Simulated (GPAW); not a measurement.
Crystal: I.

```
CELL_PARAMETERS angstrom
3.63503 -2.39502 0.00000
3.63503 2.39502 0.00000
0.00000 0.00000 9.79344
ATOMIC_POSITIONS crystal
I 0.64930 0.35070 0.38440
I 0.14930 0.85070 0.11560
I 0.35070 0.64930 0.61560
I 0.85070 0.14930 0.88440
```

* Program: GPAW 26.7.0
* Task: relaxation of cell and atoms
* Functional: PBEsol
* Dispersion: D3
* Potentials or basis: PAW data sets generated in the run's folder for this functional
* Cutoff: 600 eV
* Basis: pw
* k mesh: 5 × 5 × 2
* Occupations: fermi-dirac, width 0.05 eV
* Spin: no spin polarisation

At the start: pressure -0.4 GPa; volume 42.63 Å³/atom.

**Question.** How do energy, volume and symmetry change on relaxing?

**Answer.** Over 23 steps the energy falls by 69.7 meV/atom and the volume is 37.56 Å³/atom (-11.9 %); space group Cmce (No. 64, to 0.05 Å).

Step by step:
```tsv
step	energy change (eV)	largest force (eV/Å)	pressure (GPa)	volume (Å³)
1	0.0000	0.8911	-0.37	170.52
2	-0.0411	0.6608	-0.79	170.34
3	-0.1165	0.1293	-1.71	168.78
4	-0.1414	0.0594	-1.91	166.99
5	-0.1730	0.2567	-1.83	163.13
6	-0.1963	0.3490	-1.39	159.42
7	-0.2231	0.3190	-0.63	155.68
8	-0.2394	0.1842	0.07	153.63
9	-0.2419	0.1698	0.07	153.71
10	-0.2509	0.1653	0.06	153.42
11	-0.2615	0.1693	0.04	152.15
12	-0.2694	0.1229	0.04	150.27
13	-0.2724	0.0471	0.05	149.16
14	-0.2730	0.0128	0.06	148.91
15	-0.2731	0.0145	0.06	148.91
16	-0.2740	0.0423	0.06	149.00
17	-0.2753	0.0659	0.04	149.27
18	-0.2772	0.0688	0.00	149.85
19	-0.2783	0.0364	-0.03	150.34
20	-0.2785	0.0122	-0.04	150.47
21	-0.2786	0.0110	-0.03	150.44
22	-0.2786	0.0143	-0.03	150.38
23	-0.2788	0.0204	-0.02	150.24
```

Final structure:
```
I
1.0
     3.59034   -2.18053    0.00000
     3.59034    2.18053    0.00000
     0.00000   -0.00001    9.59509
I
4
Direct
  0.67557 0.32443 0.37681
  0.17557 0.82443 0.12319
  0.32443 0.67557 0.62319
  0.82443 0.17557 0.87681
```

Caveat: later steps reuse the first step's grids.
